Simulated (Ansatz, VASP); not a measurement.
BeTe: VASP beside Ansatz

```
CELL_PARAMETERS angstrom
0.00000 2.73256 2.73256
2.73256 0.00000 2.73256
2.73256 2.73256 0.00000
ATOMIC_POSITIONS crystal
Te 0.75000 0.75000 0.75000
Be 0.00000 0.00000 0.00000
```

Change from the starting cell: volume scaled by 0.96.

Alike in both runs: task single point; functional PBEsol; k mesh 8 × 8 × 8; occupations fermi-dirac, width 0.05 eV; no spin polarisation.

```csv
,VASP,Ansatz
version,VASP 6.6.1,Ansatz 0.2.0
potentials or method,"VASP PAW PBE potentials, release 64 (Te, Be)",Ansatz PAW
plane-wave cutoff (eV),520,420
valence electrons in the cell,8,18
```

```tsv
	VASP	Ansatz	Ansatz less VASP
gap on the k mesh at the Fermi level (eV)	1.62	1.64	+0.021
least direct gap on the mesh (eV)	3.51	3.54	+0.026
pressure (GPa)	5.6	5.3	-0.33
```

The functional is the same, so the differences come from potentials, cutoffs and numerics. The two sets of potentials don't hold the same shells in valence.

Caveats: spin-orbit coupling is left out, which moves the levels of the heavy elements; the PAW data sets were made with another functional, which shifts forces and pressure a little (VASP); the PAW data sets come from PBE, with cores solved anew for the run's functional, which leaves a small shift of forces and pressure (Ansatz). A k mesh can miss the band edges.
